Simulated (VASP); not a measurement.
A run of VASP 6.6.1 is set up as follows.

Contents of POSCAR:

```
GaN                                     
1.0
    3.2776997458      0.0000000000      0.0000000000
   -1.6388498728      2.8385712414      0.0000000000
   -0.0000000000      0.0000000000      4.9766122331
  Ga              N             
     2     2
Direct
     0.3333333300000021    0.6666666699999979    0.9894801796804353
     0.6666666699999979    0.3333333300000021    0.4894801796804353
     0.3333333300000021    0.6666666699999979    0.3855198203195647
     0.6666666699999979    0.3333333300000021    0.8855198203195647
```

INCAR.step1

```
PREC = Accurate
ENCUT = 520
EDIFF = 1E-7
ISMEAR = 0
SIGMA = 0.02
LREAL = F
LASPH = T
NELM = 100
ALGO = Normal
ISIF = 2
LWAVE = F
LCHARG = T
GGA = PE
```

Contents of KPOINTS.step1:

```
regular mesh
0
Gamma
  3 3 1
```

The input INCAR.step2:

```
PREC = Accurate
ENCUT = 520
EDIFF = 1E-7
ISMEAR = 0
SIGMA = 0.05
LREAL = F
LASPH = T
NELM = 100
ALGO = Normal
ISIF = 2
LWAVE = F
LCHARG = F
GGA = PE
ICHARG = 11
```

The input KPOINTS.step2:

```
path GMKGALHA,LM,KH
10
line-mode
reciprocal
 0.0000000000  0.0000000000  0.0000000000  G
 0.5000000000  0.0000000000  0.0000000000  M

 0.5000000000  0.0000000000  0.0000000000  M
 0.3333333333  0.3333333333  0.0000000000  K

 0.3333333333  0.3333333333  0.0000000000  K
 0.0000000000  0.0000000000  0.0000000000  G

 0.0000000000  0.0000000000  0.0000000000  G
 0.0000000000  0.0000000000  0.5000000000  A

 0.0000000000  0.0000000000  0.5000000000  A
 0.5000000000  0.0000000000  0.5000000000  L

 0.5000000000  0.0000000000  0.5000000000  L
 0.3333333333  0.3333333333  0.5000000000  H

 0.3333333333  0.3333333333  0.5000000000  H
 0.0000000000  0.0000000000  0.5000000000  A

 0.5000000000  0.0000000000  0.5000000000  L
 0.5000000000  0.0000000000  0.0000000000  M

 0.3333333333  0.3333333333  0.0000000000  K
 0.3333333333  0.3333333333  0.5000000000  H
```

Potentials or basis: VASP PAW PBE potentials, release 64 (Ga_d, N).

The run is started by

```console
$ cat potpaw_PBE.64/Ga_d/POTCAR potpaw_PBE.64/N/POTCAR > POTCAR
$ cp INCAR.step1 INCAR
$ cp KPOINTS.step1 KPOINTS
$ mpirun -np 1 vasp_std > vasp.out
$ cp INCAR.step2 INCAR
$ cp KPOINTS.step2 KPOINTS
$ mpirun -np 1 vasp_std > vasp.out
```

Problem. Predict the band gap on the k mesh.

Solution. 1.59 eV, direct.

Problem. What does it give for the band gap along the path?

Solution. 1.59 eV, direct.

Levels at the corners of the path, in eV from the valence-band top:
| point | band 14 | band 15 | band 16 | band 17 | band 18 | band 19 | band 20 | band 21 | band 22 |
| --- | --- | --- | --- | --- | --- | --- | --- | --- | --- |
| Γ | -1.59 | -1.59 | -0.41 | -0.41 | 0.00 | 1.59 | 3.07 | 8.94 | 8.94 |
| M | -5.40 | -4.21 | -3.28 | -2.20 | -1.36 | 4.20 | 5.19 | 6.37 | 8.30 |
| M | -5.40 | -4.21 | -3.28 | -2.20 | -1.36 | 4.20 | 5.19 | 6.37 | 8.30 |
| K | -5.54 | -5.54 | -3.04 | -3.04 | -2.88 | 5.60 | 7.19 | 7.19 | 7.98 |
| K | -5.54 | -5.54 | -3.04 | -3.04 | -2.88 | 5.60 | 7.19 | 7.19 | 7.98 |
| Γ | -1.59 | -1.59 | -0.41 | -0.41 | 0.00 | 1.59 | 3.07 | 8.94 | 8.94 |
| Γ | -1.59 | -1.59 | -0.41 | -0.41 | 0.00 | 1.59 | 3.07 | 8.94 | 8.94 |
| A | -3.60 | -1.00 | -1.00 | -1.00 | -1.00 | 3.68 | 3.68 | 8.35 | 8.35 |
| A | -3.60 | -1.00 | -1.00 | -1.00 | -1.00 | 3.68 | 3.68 | 8.35 | 8.35 |
| L | -6.85 | -2.40 | -2.40 | -1.68 | -1.68 | 4.26 | 4.26 | 7.40 | 7.40 |
| L | -6.85 | -2.40 | -2.40 | -1.68 | -1.68 | 4.26 | 4.26 | 7.40 | 7.40 |
| H | -6.51 | -4.44 | -4.44 | -1.25 | -1.25 | 6.46 | 6.46 | 7.40 | 7.40 |
| H | -6.51 | -4.44 | -4.44 | -1.25 | -1.25 | 6.46 | 6.46 | 7.40 | 7.40 |
| A | -3.60 | -1.00 | -1.00 | -1.00 | -1.00 | 3.68 | 3.68 | 8.35 | 8.35 |
| L | -6.85 | -2.40 | -2.40 | -1.68 | -1.68 | 4.26 | 4.26 | 7.40 | 7.40 |
| M | -5.40 | -4.21 | -3.28 | -2.20 | -1.36 | 4.20 | 5.19 | 6.37 | 8.30 |
| K | -5.54 | -5.54 | -3.04 | -3.04 | -2.88 | 5.60 | 7.19 | 7.19 | 7.98 |
| H | -6.51 | -4.44 | -4.44 | -1.25 | -1.25 | 6.46 | 6.46 | 7.40 | 7.40 |

Caveat: the k mesh is coarse (spacing up to 1.26 Å⁻¹), so the values aren't converged; the log is that of the step along the path at fixed density, whose energy, stress, charges and moments have no meaning. Expect the measured gap to be larger: semilocal functionals such as PBE lack the derivative discontinuity.
